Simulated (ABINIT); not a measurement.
The system is Ni.

```
Ni
1.0
     2.44802    0.00000    0.00000
    -1.22401    2.12005    0.00000
     0.00000    0.00000    4.07281
Ni
2
Direct
  0.66667 0.33333 0.75000
  0.33333 0.66667 0.25000
```

This isn't the form of Ni at room conditions, which is fcc.

Base run:

| Property | Result |
| --- | --- |
| Program | ABINIT 10.8.3 (patched build) |
| Functional | LDA |
| Potentials or basis | PseudoDojo NC SR LDA v0.4.1 standard |
| Cutoff | 1252 eV |
| k mesh | 9 × 9 × 5 |
| Occupations | fermi-dirac, width 0.05 eV |
| Spin | collinear spin, ferromagnetic start |
| Starting moments | [1.0, 1.0] μB |

Its results: pressure -12.2 GPa; net moment 1.08 μB per cell; site moments Ni +0.57 μB.

Task: The run is repeated on the same cell with these changes: k mesh from 9 × 9 × 5 to 20 × 20 × 12, shifted; occupations from fermi-dirac, width 0.05 eV to methfessel-paxton, width 0.136 eV. What comes out?

Result: Pressure -12.0 GPa; net moment 1.24 μB per cell; site moments Ni +0.65 μB.

Not every run made on this cell is shown here.
